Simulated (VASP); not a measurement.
# I (Cmce) in VASP: settings compared, part 2 of 2

VASP 6.6.1. Earlier steps stand in the parts before.

### 4 Relaxation of cell and atoms, LDA, target pressure 9.9 GPa, at which the enthalpy is minimised

This run uses another cell than the first one, of 28.30 Å³/atom, 1.007 times its volume.

Contents of INCAR:

```
PREC = Accurate
ENCUT = 600
EDIFF = 1E-7
ISMEAR = 0
SIGMA = 0.03
LREAL = F
LASPH = T
NELM = 80
ALGO = Normal
ISIF = 3
LWAVE = F
LCHARG = F
IBRION = 2
NSW = 90
EDIFFG = -0.005
PSTRESS = 99.0
```

Contents of KPOINTS:

```
regular mesh
0
Gamma
  8 8 4
```

Contents of POSCAR:

```
I                                       
1.0
    3.0776913068     -2.0059638025      0.0000000000
    3.0776913068      2.0059638025     -0.0000000000
    0.0000000000     -0.0000000000      9.1676807729
  I             
     4
Direct
     0.7978192485010012    0.2021807514989988    0.6240798860109982
     0.2021807514989988    0.7978192485010012    0.3759201139890019
     0.7021807514989988    0.2978192485010012    0.1240798860109981
     0.2978192485010012    0.7021807514989988    0.8759201139890018
```

On the command line:

```
cat potpaw_LDA.64/I/POTCAR > POTCAR
mpirun -np 1 vasp_std > vasp.out
```

Wall time 7 min (1 thread of Intel Xeon Platinum 8175M at 2.50GHz (Skylake/Cascade Lake), shared host); peak memory 0.29 GiB.

The run converged. Its results:

| Item | Value |
| --- | --- |
| Free energy | -7.3342 eV |
| Relaxed volume | 28.29 Å³/atom |
| Relaxed cell | a = 3.673 Å, b = 3.673 Å, c = 9.165 Å, α = 90.00°, β = 90.00°, γ = 66.24° |
| Space group after relaxing (to 0.05 Å) | Cmce (No. 64) |
| Energy change on relaxing (the enthalpy is what falls) | +0.4 meV/atom |
| Ionic steps | 6 |
| Pressure after relaxing | 9.9 GPa |
| Largest force after relaxing | 0.004 eV/Å |
| Band gap on the k mesh | 0.20 eV, indirect (least direct gap 0.64 eV) |

Forces in eV/Å, atoms in the order of the input:
```
I    0.000  0.002  0.003
I    0.000 -0.002 -0.003
I    0.000 -0.002  0.003
I    0.000  0.002 -0.003
```

Step by step:
```csv
step,energy change (eV),largest force (eV/Å),pressure (GPa),volume (Å³)
1,0.0000,0.0081,9.91,113.20
2,-0.0017,0.0039,9.87,113.23
3,-0.0016,0.0043,9.87,113.22
4,0.0002,0.0036,9.89,113.19
5,0.0018,0.0052,9.91,113.17
6,0.0016,0.0038,9.91,113.17
```

Final structure:
```xyz
4
Lattice="3.0763 -2.0069 0.0000 3.0763 2.0069 0.0000 0.0000 0.0000 9.1653" Properties=species:S:1:pos:R:3 pbc="T T T"
I     3.0763   -1.1943    5.7194
I     3.0763    1.1943    3.4458
I     3.0763   -0.8126    1.1368
I     3.0763    0.8126    8.0285
```

Levels at points of the mesh, in eV from the valence-band top:
```
           k point  band 11  band 12  band 13  band 14  band 15  band 16  band 17  band 18
(0.00, 0.00, 0.00)    -0.61    -0.36    -0.09    -0.09     1.48     2.31     3.50     5.82
(0.50, 0.00, 0.00)    -1.82    -1.82    -1.30    -1.30     2.43     2.43     4.33     4.33
(0.50, 0.50, 0.00)    -2.47    -2.39    -2.31    -1.61     0.51     1.32     2.89     3.95
(0.00, 0.00, 0.50)    -0.29    -0.29    -0.08    -0.08     1.19     1.19     4.39     4.39
(0.50, 0.00, 0.50)    -1.81    -1.81     0.00     0.00     0.64     0.64     5.02     5.02
(0.50, 0.50, 0.50)    -2.87    -2.87    -1.45    -1.45     0.24     0.24     4.12     4.12
```

Caveat: the cell is relaxed towards a set pressure, so the enthalpy falls and the energy may rise; spin-orbit coupling is left out, which moves the levels of the heavy elements. As with any semilocal functional, this LDA gap is likely too small.

### 5 Relaxation of cell and atoms, r2SCAN, target pressure 15 GPa, at which the enthalpy is minimised

This run uses another cell than the first one, of 29.64 Å³/atom, 1.055 times its volume.

Contents of INCAR:

```
PREC = Accurate ; ENCUT = 600
EDIFF = 1E-6 ; ISMEAR = 0
SIGMA = 0.03 ; LREAL = F
LASPH = T ; NELM = 80
ALGO = Normal ; ISIF = 3
LWAVE = F ; LCHARG = F
METAGGA = R2SCAN ; LMIXTAU = T
IBRION = 2 ; NSW = 90
EDIFFG = -0.01 ; PSTRESS = 150.0
```

Contents of KPOINTS:

```
Automatic mesh
0
Gamma
  8 8 4
```

Contents of POSCAR:

```
I
1.0
    3.0815000000     -2.0717500000      0.0000000000
    3.0815000000      2.0717500000      0.0000000000
    0.0000000000      0.0000000000      9.2864000000
I
4
Direct
    0.8162400000      0.1837600000      0.6219700000
    0.1837600000      0.8162400000      0.3780300000
    0.6837600000      0.3162400000      0.1219700000
    0.3162400000      0.6837600000      0.8780300000
```

Potentials or basis: VASP PAW PBE potentials, release 64 (I).

On the command line:

```
cat potpaw_PBE.64/I/POTCAR > POTCAR
mpirun -np 1 vasp_std > vasp.out
```

OUTCAR:

```text
PREC = Accurate
   ENCUT = 600
   EDIFF = 1E-6
   ISMEAR = 0
   LREAL = F
   LASPH = T
   NELM = 80
   ISIF = 3
   METAGGA = R2SCAN
   IBRION = 2
   NSW = 90
   EDIFFG = -0.01
   PSTRESS = 150.0

 ion  position               nearest neighbor table
   1  0.816  0.184  0.622-   2 2.73   4 3.15   4 3.15   2 3.46
   2  0.184  0.816  0.378-   1 2.73   3 3.15   3 3.15   1 3.46
   3  0.684  0.316  0.122-   4 2.73   2 3.15   2 3.15   4 3.46
   4  0.316  0.684  0.878-   3 2.73   1 3.15   1 3.15   3 3.46

  LATTYP: Found a base centered orthorhombic cell.
 ALAT       =     4.1435000000
 B/A-ratio  =     1.4873898878
 C/A-ratio  =     2.2411970556

  Lattice vectors:

 A1 = (  -3.0815000000,  -2.0717500000,   0.0000000000)
 A2 = (   3.0815000000,  -2.0717500000,   0.0000000000)
 A3 = (   0.0000000000,   0.0000000000,   9.2864000000)

Analysis of symmetry for initial positions (statically):
=====================================================================
 Subroutine PRICEL returns:
 Original cell was already a primitive cell.

 Routine SETGRP: Setting up the symmetry group for a
 base centered orthorhombic supercell.

 Subroutine GETGRP returns: Found  8 space group operations
 (whereof  4 operations were pure point group operations)
 out of a pool of  8 trial point group operations.

The static configuration has the point symmetry C_2h.
 The point group associated with its full space group is D_2h.

Analysis of symmetry for dynamics (positions and initial velocities):
=====================================================================
 Subroutine PRICEL returns:
 Original cell was already a primitive cell.

 Routine SETGRP: Setting up the symmetry group for a
 base centered orthorhombic supercell.

 Subroutine GETGRP returns: Found  8 space group operations
 (whereof  4 operations were pure point group operations)
 out of a pool of  8 trial point group operations.

The dynamic configuration has the point symmetry C_2h.
 The point group associated with its full space group is D_2h.

 Subroutine INISYM returns: Found  8 space group operations
 (whereof  4 operations are pure point group operations),
 and found     1 'primitive' translations

----------------------------------------------------------------------------------------

                                     Primitive cell

  volume of cell :     118.5706

  direct lattice vectors                    reciprocal lattice vectors
     3.081500000 -2.071750000  0.000000000     0.162258640 -0.241341861  0.000000000
     3.081500000  2.071750000  0.000000000     0.162258640  0.241341861  0.000000000
     0.000000000  0.000000000  9.286400000     0.000000000  0.000000000  0.107684356

  length of vectors
     3.713191392  3.713191392  9.286400000     0.290815681  0.290815681  0.107684356

  position of ions in fractional coordinates (direct lattice)
     0.816240000  0.183760000  0.621970000
     0.183760000  0.816240000  0.378030000
     0.683760000  0.316240000  0.121970000
     0.316240000  0.683760000  0.878030000

  ion indices of the primitive-cell ions
   primitive index   ion index
                 1           1
                 2           2
                 3           3
                 4           4

[... 65 lines left out ...]
   ISPIN  =      1    spin polarized calculation?
   LNONCOLLINEAR =      F non collinear calculations
   LSORBIT =      F    spin-orbit coupling
   LASPH  =      T    aspherical Exc in radial PAW
   ENCUT  =  600.0 eV  44.10 Ry    6.64 a.u.   7.42  7.42 18.55*2*pi/ulx,y,z
   NELM   =     80;   NELMIN=  2; NELMDL= -5     # of ELM steps
   EDIFF  = 0.1E-05   stopping-criterion for ELM
   LREAL  =      F    real-space projection
   EDIFFG = -.1E-01   stopping-criterion for IOM
   NSW    =     90    number of steps for IOM
   IBRION =      2    ionic relax: 0-MD 1-quasi-New 2-CG
   NFREE  =      1    steps in history (QN), initial steepest desc. (CG)
   ISIF   =      3    stress and relaxation
   ISYM   =      2    0-nonsym 1-usesym 2-fastsym
   POTIM  = 0.5000    time-step for ionic-motion
   TEBEG  =    0.0;   TEEND  =   0.0 temperature during run
   PSTRESS=  150.0 pullay stress
   NELECT =      28.0000    total number of electrons
   NUPDOWN=      -1.0000    fix difference up-down
   EMIN   =  10.00;   EMAX   =-10.00  energy-range for DOS
   EFERMI =   0.00;   METHOD = LEGACY
   ISMEAR =     0;   SIGMA  =   0.03  broadening in eV -4-tet -1-fermi 0-gaus
   EFERMI_NEDOS =   21; number of points for ismear=-14 and -15
   IALGO  =     38    algorithm
   IMIX   =      4    mixing-type and parameters
     AMIX     =   0.40;   BMIX     =  1.00
     AMIX_MAG =   1.60;   BMIX_MAG =  1.00
  volume/ion in A,a.u.               =      29.64       200.04
  Fermi-wavevector in a.u.,A,eV,Ry     =   1.011894  1.912203 13.931418  1.023930
  Thomas-Fermi vector in A             =   2.144971
   LORBIT       =      0    0 simple, 1 ext, 2 COOP (PROOUT), +10 PAW based schemes
   METAGGA = R2SCAN    functional components
   LHFCALC =     F    Hartree Fock is set to
   AEXX    =    0.0000 exact exchange contribution
   IVDW    =     0    specifies the selected vdW correction
   LEPSILON=     F    determine dielectric tensor
   LRPA    =     F    only Hartree local field effects (RPA)
 conjugate gradient relaxation of ions
 non-spin polarized calculation
 Gauss-broadening in eV      SIGMA  =   0.03
  energy-cutoff  :      600.00
  volume of cell :      118.57
 maximum number of plane-waves:      3982
 NGX is ok and might be reduce to    30
   NGX = 15   NGY = 15   NGZ = 37

--------------------------------------- Ionic step        1  -------------------------------------------

 number of electron      28.0000002 magnetization

 Free energy of the ion-electron system (eV)
  ---------------------------------------------------
  ext. energy  EPLUGINS =         0.00000000
  ---------------------------------------------------
  free energy    TOTEN  =       -96.85063748 eV

  energy without entropy =      -96.85063748  energy(sigma->0) =      -96.85063748

------------------------ aborting loop because EDIFF is reached ----------------------------------------

  FORCE on cell =-STRESS in cart. coord.  units (eV):
  Direction    XX          YY          ZZ          XY          YZ          ZX
  --------------------------------------------------------------------------------------
  -------------------------------------------------------------------------------------
  Total        9.6670339      8.8692770      8.8385638      0.0000000      0.0000000      0.0000000
  in kB      130.6251859    119.8455465    119.4305355      0.0000000      0.0000000      0.0000000
  external PRESSURE =     -26.6995774 kB  Pullay stress =     150.0000000 kB
[... 103 lines left out ...]
  energy  without entropy=      -96.5334685675  energy(sigma->0) =      -96.53346857

  enthalpy is  TOTEN    =       -85.7862914592 eV   P V=       10.7471771084

[... ionic steps 4 to 12 ...]

--------------------------------------- Ionic step       13  -------------------------------------------

 number of electron      27.9999999 magnetization

------------------------ aborting loop because EDIFF is reached ----------------------------------------
[... 75 lines left out ...]
--------------------------------------- Ionic step       15  -------------------------------------------

 number of electron      27.9999999 magnetization

 Free energy of the ion-electron system (eV)
  ---------------------------------------------------
  ext. energy  EPLUGINS =         0.00000000
  ---------------------------------------------------
  free energy    TOTEN  =       -96.47800312 eV

  energy without entropy =      -96.47800312  energy(sigma->0) =      -96.47800312

 E-fermi :   7.5784     XC(G=0): -10.4285

 val. band max:        7.3811184166   @ k =   0.5000  -0.0000   0.5000
 cond. band min:       7.8226310672   @ k =   0.5000   0.5000   0.2500
 fundamental gap:      0.4415126506
 Fermi energy:         7.5784456026

 k-point     1 :       0.0000    0.0000    0.0000
  band No.  band energies     occupation
      1      -8.7230      2.00000
      2      -7.3306      2.00000
      3      -6.8822      2.00000
      4      -4.0683      2.00000
      5       0.7925      2.00000
      6       3.8101      2.00000
[... 481 lines left out ...]
      5       1.1587      2.00000
      6       1.8655      2.00000
[... 10 lines left out ...]
     17      13.4009      0.00000
     18      13.4787      0.00000

 [... further k-points ...]

------------------------ aborting loop because EDIFF is reached ----------------------------------------

  FORCE on cell =-STRESS in cart. coord.  units (eV):
  Direction    XX          YY          ZZ          XY          YZ          ZX
  --------------------------------------------------------------------------------------
  -------------------------------------------------------------------------------------
  Total       10.6950557     10.6586946     10.6340202      0.0000000     -0.0000000      0.0000000
  in kB      150.3930974    149.8817899    149.5348205      0.0000000     -0.0000000      0.0000000
  external PRESSURE =      -0.0634307 kB  Pullay stress =     150.0000000 kB
[... 23 lines left out ...]
  energy  without entropy=      -96.4780031184  energy(sigma->0) =      -96.47800312

  enthalpy is  TOTEN    =       -85.8109021154 eV   P V=       10.6671010030

 reached required accuracy - stopping structural energy minimisation
```

It took 47 min on 1 thread of AMD EPYC 9R45 (Zen 5), shared host; peak memory 0.35 GiB.

What came out:

```yaml
Free_energy: -96.4780 eV
Relaxed_volume: 28.48 Å³/atom
Relaxed_cell: a = 3.673 Å, b = 3.673 Å, c = 9.195 Å, α = 90.00°, β = 90.00°, γ = 66.71°
Space_group_after_relaxing_to_0.05_Å: Cmce (No. 64)
Energy_change_on_relaxing_the_enthalpy_is_what_falls: +93.2 meV/atom
Ionic_steps: 15
Pressure_after_relaxing: 15.0 GPa
Largest_force_after_relaxing: 0.004 eV/Å
Band_gap_on_the_k_mesh: 0.44 eV, indirect (least direct gap 0.90 eV)
```

Forces in eV/Å, atoms in the order of the input:
```
I    0.000 -0.003  0.003
I    0.000  0.003 -0.003
I    0.000  0.003  0.003
I    0.000 -0.003 -0.003
```

The path:
```csv
step,energy change (eV),largest force (eV/Å),pressure (GPa),volume (Å³)
1,0.0000,0.2534,12.33,118.57
2,0.7962,0.4602,19.36,110.29
3,0.3172,0.3405,15.21,114.79
4,0.3679,0.1284,15.14,114.10
5,0.3760,0.1282,15.14,114.01
6,0.3497,0.1082,14.95,114.25
7,0.2941,0.0715,14.53,114.80
8,0.3659,0.0218,15.11,114.02
9,0.3568,0.0268,15.04,114.12
10,0.3627,0.0069,14.92,114.04
11,0.3630,0.0072,14.91,114.04
12,0.3804,0.0030,15.04,113.85
13,0.3759,0.0030,15.03,113.90
14,0.3751,0.0032,15.01,113.91
15,0.3726,0.0041,14.99,113.94
```

Final structure:
```
I
1.0
     3.06792   -2.01955    0.00000
     3.06792    2.01955    0.00000
     0.00000    0.00000    9.19471
I
4
Direct
  0.80466 0.19534 0.62354
  0.19534 0.80466 0.37646
  0.69534 0.30466 0.12354
  0.30466 0.69534 0.87646
```

Levels at points of the mesh, in eV from the valence-band top:
```
           k point  band 11  band 12  band 13  band 14  band 15  band 16  band 17  band 18
(0.00, 0.00, 0.00)    -0.70    -0.50    -0.14    -0.12     1.59     2.58     4.17     6.37
(0.50, 0.00, 0.00)    -1.91    -1.91    -1.26    -1.26     2.64     2.64     5.00     5.00
(0.50, 0.50, 0.00)    -2.44    -2.44    -2.28    -1.69     0.66     1.55     3.48     4.51
(0.00, 0.00, 0.50)    -0.43    -0.43    -0.12    -0.12     1.54     1.54     5.09     5.09
(0.50, 0.00, 0.50)    -1.84    -1.84     0.00     0.00     0.90     0.90     5.66     5.66
(0.50, 0.50, 0.50)    -2.91    -2.91    -1.64    -1.64     0.53     0.53     4.74     4.74
```

Caveat: the cell is relaxed towards a set pressure, so the enthalpy falls and the energy may rise; the PAW data sets were made with another functional, which shifts forces and pressure a little; spin-orbit coupling is left out, which moves the levels of the heavy elements.

### 6 Overview

| level | potentials or basis | cell | target pressure | gap on the mesh (eV) | pressure (GPa) |
| --- | --- | --- | --- | --- | --- |
| PBE | VASP PAW PBE potentials, release 64 (I) | relaxed to 15 GPa | 15 GPa | 0.21 | 15.0 |
| LDA | VASP PAW LDA potentials, release 64 (I) | relaxed to 9.9 GPa | 9.9 GPa | 0.20 | 9.9 |
| r2SCAN | VASP PAW PBE potentials, release 64 (I) | relaxed to 15 GPa | 15 GPa | 0.44 | 15.0 |

Alike in all rows: task relaxation of cell and atoms; no spin polarisation; k mesh 8 × 8 × 4; cutoff (eV) 600; smearing gaussian 0.03 eV.

Caveats: the cell is relaxed towards a set pressure, so the enthalpy falls and the energy may rise; spin-orbit coupling is left out, which moves the levels of the heavy elements; the relaxation stopped at its first step, so nothing moved (some runs); the PAW data sets were made with another functional, which shifts forces and pressure a little (some runs).

Total energies depend on the potentials used, so only differences within one code and one set of settings carry meaning.
